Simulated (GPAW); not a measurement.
# TiCo (Pm-3m) in GPAW: single point with LDA

Aim: the single point of TiCo with LDA.

Program: GPAW 26.7.0. These are calculated values, not measurements. Logs are shortened: lines on timing, memory, paths and dates and some standing lists are left out, and cuts for length are marked. The log counts tension as positive stress, the text compression.

### Step 1. Starting point

The structure is cubic, space group Pm-3m (No. 221). The conventional cell has a = 2.986 Å, b = 2.986 Å, c = 2.986 Å, α = 90.00°, β = 90.00°, γ = 90.00°. Co (site symmetry m-3m) has 8 Ti at 2.59 Å as nearest neighbours. Around Ti (site symmetry m-3m) lie 8 Co at 2.59 Å.

The cell comes from a database or a generator and needn't be the stable form of this composition.

### Step 2. Single point, LDA, collinear spin, ferromagnetic start

run.py

```python
from ase.dft.bandgap import bandgap
from ase.io import read, write
from ase.units import GPa
from gpaw import GPAW, PW

atoms = read('POSCAR')
atoms.set_initial_magnetic_moments([3.0, 2.0])

calc = GPAW(mode=PW(450),
            xc='LDA',
            kpts={'size': (7, 7, 7), 'gamma': True},
            occupations={'name': 'fermi-dirac', 'width': 0.05},
            nbands=23,
            maxiter=120,
            txt='gpaw.txt')
atoms.calc = calc
energy = atoms.get_potential_energy()
forces = atoms.get_forces()
stress = atoms.get_stress()
calc.write('gs.gpw')
write('result.traj', atoms)
print(f'Energy: {energy:.6f} eV')
print('Forces (eV/A):')
print(forces.round(4))
print('Stress (GPa):', (stress / GPa).round(3))
print('Moments:', calc.get_magnetic_moments().round(3))
print('Fermi level:', round(calc.get_fermi_level(), 4), 'eV')
print(f'Gap: {bandgap(calc)[0]:.4f} eV, direct: {bandgap(calc, direct=True)[0]:.4f} eV')
```

POSCAR

```
TiCo
1.0
    2.9861109900      0.0000000000      0.0000000000
    0.0000000000      2.9861109900      0.0000000000
    0.0000000000      0.0000000000      2.9861109900
Co Ti
1 1
Direct
    0.5000000000      0.5000000000      0.5000000000
    0.0000000000      0.0000000000      0.0000000000
```

Potentials or basis: the program's PAW data sets (release 1.2.1) made for this functional, pw.

Command:

```bash
$ OMP_NUM_THREADS=1 python run.py
```

gpaw.txt:

```text
__  _  _
 | _ |_)|_||  |
 |__||  | ||/\| - 26.7.0

Input parameters:
  mode=PW(ecut=450.00000000000006),
  kpts=MonkhorstPack(size=(7, 7, 7), gamma=True),
  maxiter=120,
  nbands=23,
  occupations=Occupations(name='fermi-dirac', width=0.05),
  xc=XC(name='LDA')

Diagonalizing LCAO Hamiltonian
Converting LCAO to pw mode
   .------.
  /|      |
 * |      |
 | | Co   |
 | .------.
 |/      /
 Ti-----*

Atoms  # Å, Bohr magnetons
|   | symbol |        x |        y |        z |    initial magnetic moments |
|---|--------|----------|----------|----------|-----------------------------|
| 0 |     Co | 1.493055 | 1.493055 | 1.493055 | ( 0.0000,  0.0000,  3.0000) |
| 1 |     Ti | 0.000000 | 0.000000 | 0.000000 | ( 0.0000,  0.0000,  2.0000) |

Unit cell  # Å
| periodic |        x |        y |        z |  lengths |    angles |
|----------|----------|----------|----------|----------|-----------|
|      yes | 2.986111 | 0.000000 | 0.000000 | 2.986111 | 90.000000 |
|      yes | 0.000000 | 2.986111 | 0.000000 | 2.986111 | 90.000000 |
|      yes | 0.000000 | 0.000000 | 2.986111 | 2.986111 | 90.000000 |

Number of symmetries: 48
Symmetry operations  # r_c * U_cc + t_c -> r_c
|    | kind |            matrix            |
|----|------|------------------------------|
|  0 |  E   |  1, 0, 0,  0, 1, 0,  0, 0, 1 |
|  1 |  σ   |  1, 0, 0,  0, 1, 0,  0, 0,-1 |
|  2 |  σ   |  1, 0, 0,  0, 0, 1,  0, 1, 0 |
|  3 |  C4  |  1, 0, 0,  0, 0, 1,  0,-1, 0 |
|  4 |  C4  |  1, 0, 0,  0, 0,-1,  0, 1, 0 |
|  5 |  σ   |  1, 0, 0,  0, 0,-1,  0,-1, 0 |
|  6 |  σ   |  1, 0, 0,  0,-1, 0,  0, 0, 1 |
|  7 |  C2  |  1, 0, 0,  0,-1, 0,  0, 0,-1 |
|  8 |  σ   |  0, 1, 0,  1, 0, 0,  0, 0, 1 |
|  9 |  C2  |  0, 1, 0,  1, 0, 0,  0, 0,-1 |
| 10 |  C3  |  0, 1, 0,  0, 0, 1,  1, 0, 0 |
| 11 |  S6  |  0, 1, 0,  0, 0, 1, -1, 0, 0 |
| 12 |  S6  |  0, 1, 0,  0, 0,-1,  1, 0, 0 |
| 13 |  C3  |  0, 1, 0,  0, 0,-1, -1, 0, 0 |
| 14 |  C4  |  0, 1, 0, -1, 0, 0,  0, 0, 1 |
| 15 |  S4  |  0, 1, 0, -1, 0, 0,  0, 0,-1 |
| 16 |  C3  |  0, 0, 1,  1, 0, 0,  0, 1, 0 |
| 17 |  S6  |  0, 0, 1,  1, 0, 0,  0,-1, 0 |
| 18 |  σ   |  0, 0, 1,  0, 1, 0,  1, 0, 0 |
| 19 |  C4  |  0, 0, 1,  0, 1, 0, -1, 0, 0 |
| 20 |  C2  |  0, 0, 1,  0,-1, 0,  1, 0, 0 |
| 21 |  S4  |  0, 0, 1,  0,-1, 0, -1, 0, 0 |
| 22 |  S6  |  0, 0, 1, -1, 0, 0,  0, 1, 0 |
| 23 |  C3  |  0, 0, 1, -1, 0, 0,  0,-1, 0 |
| 24 |  S6  |  0, 0,-1,  1, 0, 0,  0, 1, 0 |
| 25 |  C3  |  0, 0,-1,  1, 0, 0,  0,-1, 0 |
| 26 |  C4  |  0, 0,-1,  0, 1, 0,  1, 0, 0 |
| 27 |  σ   |  0, 0,-1,  0, 1, 0, -1, 0, 0 |
| 28 |  S4  |  0, 0,-1,  0,-1, 0,  1, 0, 0 |
| 29 |  C2  |  0, 0,-1,  0,-1, 0, -1, 0, 0 |
| 30 |  C3  |  0, 0,-1, -1, 0, 0,  0, 1, 0 |
| 31 |  S6  |  0, 0,-1, -1, 0, 0,  0,-1, 0 |
| 32 |  C4  |  0,-1, 0,  1, 0, 0,  0, 0, 1 |
| 33 |  S4  |  0,-1, 0,  1, 0, 0,  0, 0,-1 |
| 34 |  S6  |  0,-1, 0,  0, 0, 1,  1, 0, 0 |
| 35 |  C3  |  0,-1, 0,  0, 0, 1, -1, 0, 0 |
| 36 |  C3  |  0,-1, 0,  0, 0,-1,  1, 0, 0 |
| 37 |  S6  |  0,-1, 0,  0, 0,-1, -1, 0, 0 |
| 38 |  σ   |  0,-1, 0, -1, 0, 0,  0, 0, 1 |
| 39 |  C2  |  0,-1, 0, -1, 0, 0,  0, 0,-1 |
| 40 |  σ   | -1, 0, 0,  0, 1, 0,  0, 0, 1 |
| 41 |  C2  | -1, 0, 0,  0, 1, 0,  0, 0,-1 |
| 42 |  C2  | -1, 0, 0,  0, 0, 1,  0, 1, 0 |
| 43 |  S4  | -1, 0, 0,  0, 0, 1,  0,-1, 0 |
| 44 |  S4  | -1, 0, 0,  0, 0,-1,  0, 1, 0 |
| 45 |  C2  | -1, 0, 0,  0, 0,-1,  0,-1, 0 |
| 46 |  C2  | -1, 0, 0,  0,-1, 0,  0, 0, 1 |
| 47 |  i   | -1, 0, 0,  0,-1, 0,  0, 0,-1 |

BZ-sampling:
  Number of BZ points: 343
  Number of IBZ points: 20

  Monkhorst-Pack size: [7, 7, 7]
  Monkhorst-Pack shift: [0, 0, 0]

K-points  # in reciprocal-cell coordinates
|     |                                coordinates |     weight |
|-----|--------------------------------------------|------------|
|   0 | (  0.00000000,   0.00000000,   0.00000000) | 0.00291545 |
|   1 | (  0.14285714,   0.00000000,   0.00000000) | 0.01749271 |
|   2 | (  0.14285714,   0.14285714,   0.00000000) | 0.03498542 |
|   3 | (  0.14285714,   0.14285714,   0.14285714) | 0.02332362 |
|   4 | (  0.28571429,   0.00000000,   0.00000000) | 0.01749271 |
|   5 | (  0.28571429,   0.14285714,   0.00000000) | 0.06997085 |
|   6 | (  0.28571429,   0.14285714,   0.14285714) | 0.06997085 |
|   7 | (  0.28571429,   0.28571429,   0.00000000) | 0.03498542 |
|   8 | (  0.28571429,   0.28571429,   0.14285714) | 0.06997085 |
|   9 | (  0.28571429,   0.28571429,   0.28571429) | 0.02332362 |
| ... |                                            |            |
|  19 | (  0.42857143,   0.42857143,   0.42857143) | 0.02332362 |

Plane wave coefficients: 588
Cutoff: 450.00000000000006 eV

Spin-components: 2 (collinear spins)
Bands:           23
Projectors:      12
Spin-degeneracy: 1
Datatype:        complex128

Parallelization:
  kpt:    1
  domain: 1
  band:   1

Density:
  Valence electrons: 21.0
  Components: 2
  Grid points: [15 15 15]
  Charge: 0.0  # |e|

Potential:
  Grid points: [15 15 15]

species:
  Co:
    name:    Cobalt
    Z:       27.0
    valence: 9
    core:    18
    charge:  0.0  # [|e|]
    compensation charges:
      type: gauss
      rc: 0.32  # [Å]
      lmax: 2
    cutoffs:
      filter: 1.87  # [Å]
      core: 2.55  # [Å]
    projectors
    | kind |    occ | energy [eV] | rcut [Å] |
    |------|--------|-------------|----------|
    |   4s |  2.000 |      -5.672 |    1.005 |
    |   4p |  0.000 |      -1.387 |    1.058 |
    |   3d |  7.000 |      -8.461 |    1.005 |
    |    s |        |      21.539 |    1.005 |
    |    p |        |      25.825 |    1.058 |
    |    d |        |      18.750 |    1.005 |

    Using partial waves for Co as LCAO basis

  Ti:
    name:    Titanium
    Z:       22.0
    valence: 12
    core:    10
    charge:  0.0  # [|e|]
    compensation charges:
      type: gauss
      rc: 0.38  # [Å]
      lmax: 2
    cutoffs:
      filter: 2.23  # [Å]
      core: 1.02  # [Å]
    projectors
    | kind |    occ | energy [eV] | rcut [Å] |
    |------|--------|-------------|----------|
    |   3s |  2.000 |     -62.257 |    1.270 |
    |   4s |  2.000 |      -4.593 |    1.270 |
    |   3p |  6.000 |     -38.791 |    1.058 |
    |   4p |  0.000 |      -1.536 |    1.058 |
    |   3d |  2.000 |      -4.463 |    1.058 |
    |    d |        |      22.748 |    1.058 |

    Using partial waves for Ti as LCAO basis

Reference energy: -61012.215763  # eV

eigensolver:
  PPCG
  Converge bands: occupied
  niter=2

density mixing:
  MSR1-Mixer
  Pratt-step length: 0.05
  Maximum mixing coefficient: 0.75
  Old densities: 10
  SVD Regularization: 0.005
  Good broyden scale: 1.0
  Trust region scale: 1.0
  Backstep threshold: 4.0
  History deletion threshold: 6.0
  Fourier metric: weight=20.0, sigma=0.015

occupation numbers:
  Fermi-Dirac:
    width: 0.0500  # eV

poisson solver:
  ecut: 3600.0000000000005  # eV

xc functional:
  name: None

convergence criteria:
- Maximum [total energy] change in last 3 cyles: 0.0005 eV / valence electron
- Maximum integral of absolute [dens]ity change: 0.0001 electrons / valence electron
- Maximum integral of absolute [eigenst]ate change: 4e-08 eV^2 / valence electron
maximum number of iterations: 120

SCF iterations
|iter     | |      energy | eigst |  dens |  magmom |
|---------|-|-------------|-------|-------|---------|
|iter:   1| |  -16.941954 | +0.17 |       |  +5.0119|
|iter:   2| |  -16.571621 | -2.10 | -0.55 |  +4.8133|
|iter:   3| |  -16.929080 | -1.78 | -0.64 |  +3.7536|
|iter:   4| |  -17.348977 | -2.48 | -0.76 |  +2.1156|
|iter:   5| |  -17.530181 | -2.64 | -1.22 |  +0.7978|
|iter:   6| |  -17.496528 | -3.21 | -1.47 |  +0.7081|
|iter:   7| |  -17.497743 | -4.39 | -2.04 |  +0.6760|
|iter:   8| |  -17.499349c| -3.94 | -2.17 |  +0.6651|
|iter:   9| |  -17.499515c| -5.39 | -2.72 |  +0.6819|
|iter:  10| |  -17.499540c| -5.98 | -2.90 |  +0.6878|
|iter:  11| |  -17.499538c| -7.52c| -3.64 |  +0.6875|
|iter:  12| |  -17.499541c| -7.97c| -4.22c|  +0.6875|

Converged in 12 steps
Energy contributions relative to reference atoms: (reference = -61012.215763)

Energy contributions:
  Kinetic:          11.757679
  Coulomb:         -11.204239
  Zero:              0.167600
  External:          0.000000
  Xc:              -18.212763
  Entropy:          -0.015634
  Spinorbit:         0.000000
  ----------------------------
  Free energy:     -17.507358
  Extrapolated:    -17.499541

dipole moment: (-9.568451, -9.568451, -9.568451)  # |e|*Ang

Total magnetic moment: (0.000000, 0.000000, 0.687454)

Local magnetic moments
|        x |        y |        z |
|----------|----------|----------|
| 0.000000 | 0.000000 | 0.691855 |  # Co   0
| 0.000000 | 0.000000 | 0.000571 |  # Ti   1

Fermi level: 9.824
Eigenvalues  # (at kpt = [0.000, 0.000, 0.000])
| band index |      eig [eV] | occ [0-1] |      eig [eV] | occ [0-1] |
|------------|---------------|-----------|---------------|-----------|
|          0 |       -46.709 |     1.000 |       -46.706 |     1.000 |
|        ... |               |           |               |           |
|          2 |       -23.129 |     1.000 |       -23.127 |     1.000 |
|          3 |       -23.129 |     1.000 |       -23.127 |     1.000 |
|          4 |         2.153 |     1.000 |         2.205 |     1.000 |
|          5 |         5.824 |     1.000 |         6.239 |     1.000 |
|          6 |         5.824 |     1.000 |         6.239 |     1.000 |
|          7 |         8.110 |     1.000 |         8.575 |     1.000 |
|          8 |         8.110 |     1.000 |         8.575 |     1.000 |
|          9 |         8.110 |     1.000 |         8.575 |     1.000 |
|         10 |        10.410 |     0.000 |        10.766 |     0.000 |
|         11 |        10.410 |     0.000 |        10.766 |     0.000 |
|         12 |        12.539 |     0.000 |        12.630 |     0.000 |
|         13 |        12.539 |     0.000 |        12.630 |     0.000 |
|         14 |        12.539 |     0.000 |        12.630 |     0.000 |
|         15 |        18.711 |     0.000 |        18.785 |     0.000 |
|         16 |        18.711 |     0.000 |        18.785 |     0.000 |
|         17 |        18.711 |     0.000 |        18.785 |     0.000 |
|        ... |               |           |               |           |
|         22 |        30.979 |     0.000 |        30.971 |     0.000 |

No gap
No difference between direct/indirect transitions

Forces  # eV/Ang
|       x |        y |       z |
|---------|----------|---------|
| 0.00000 | -0.00000 | 0.00000 |  # Co   0
| 0.00000 |  0.00000 | 0.00000 |  # Ti   1

Stress tensor  # eV/Ang^3
|        x |        y |        z |
|----------|----------|----------|
| 0.111262 | 0.000000 | 0.000000 |
| 0.000000 | 0.111262 | 0.000000 |
| 0.000000 | 0.000000 | 0.111262 |

# Writing to gs.gpw (mode='')
```

It took 14 s on 1 thread of Arm Neoverse V1, shared host; peak memory 0.17 GiB.

What came out:

| Item | Value |
| --- | --- |
| Free energy | -17.5074 eV |
| Pressure | -17.8 GPa |
| Band gap on the k mesh | none (metal or under the smearing width) |
| Net moment | 0.69 μB per cell |
| Site moments | Co +0.69; Ti +0.00 μB |

Caveat: the cutoff is short for stress and forces, so pressures can be off by a GPa or more; so large a pressure means that the cell lies far from this level's equilibrium, or that cutoff or potentials fall short.
